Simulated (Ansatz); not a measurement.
**(110) slab of zincblende AlN, 13.9 Å thick as cut, bare faces**

Ansatz, PAW, plane waves, no spin–orbit coupling unless named; atoms relaxed with PBEsol, the curve by HSE06. The curve holds the local part of the PAW potentials, so its shape inside matter depends on the files.

```
CELL_PARAMETERS angstrom
2.18886 -2.18886 0.00000
0.00000 0.00000 4.37772
-19.04226 -19.04226 0.00000
ATOMIC_POSITIONS crystal
Al 0.00178 0.00350 0.70279
Al 0.00191 0.00360 0.47116
Al 0.00181 0.96104 0.24862
Al 0.00185 0.00414 0.58622
Al 0.00194 0.00327 0.35660
Al 0.50181 0.50319 0.64310
Al 0.50193 0.50418 0.41348
Al 0.50174 0.46099 0.75108
Al 0.50188 0.50359 0.52853
Al 0.50188 0.50357 0.29692
N 0.00182 0.25262 0.64368
N 0.00192 0.25407 0.41369
N 0.00176 0.26163 0.75811
N 0.00188 0.25370 0.52859
N 0.00187 0.25711 0.29839
N 0.50184 0.75406 0.58600
N 0.50194 0.75266 0.35602
N 0.50178 0.75708 0.70130
N 0.50190 0.75371 0.47109
N 0.50183 0.76165 0.24160
```

Planar mean of the electrostatic potential energy along the normal, from the vacuum level:

```csv
z (Å),v (eV)
0.00,0.00
0.28,0.00
0.70,0.00
0.98,0.00
1.40,0.00
1.68,0.00
2.10,0.00
2.38,0.00
2.66,0.00
3.09,0.00
3.37,0.00
3.79,-0.01
4.07,-0.02
4.35,-0.04
4.77,-0.15
5.05,-0.34
5.47,-1.18
5.75,-2.72
6.17,-8.58
6.45,-11.05
6.73,-10.67
7.15,-8.59
7.43,-9.29
7.85,-11.71
8.14,-11.80
8.42,-9.68
8.84,-6.88
9.12,-8.70
9.54,-11.70
9.82,-10.93
10.24,-7.65
10.52,-7.82
10.80,-10.11
11.22,-11.70
11.50,-9.90
11.92,-7.22
12.20,-8.77
12.48,-11.12
12.90,-11.04
13.18,-8.67
13.61,-7.70
13.89,-10.01
14.31,-11.70
14.59,-9.96
14.87,-7.64
15.29,-8.70
15.57,-11.08
15.99,-11.12
16.27,-8.80
16.55,-7.35
16.97,-9.89
17.25,-11.65
17.67,-9.97
17.95,-7.45
18.37,-8.37
18.65,-11.02
18.94,-12.06
19.36,-10.01
19.64,-8.72
20.06,-9.86
20.34,-11.20
20.62,-10.12
21.04,-4.22
21.32,-1.74
21.74,-0.51
22.02,-0.22
22.44,-0.07
22.72,-0.03
23.00,-0.01
23.42,-0.01
23.70,0.00
24.12,0.00
24.41,0.00
24.69,0.00
25.11,0.00
25.39,0.00
25.81,0.00
26.09,0.00
26.51,0.00
26.79,0.00
```

How far below the vacuum level do the top filled and the lowest empty level lie, by each functional?

PBEsol: 5.72 and 2.95 eV (gap 2.77 eV, a 6×4×1 mesh); HSE06: 6.44 and 2.42 eV (gap 4.03 eV, a 4×3×1 mesh). Either level can be a surface state and not a band edge of the crystal.
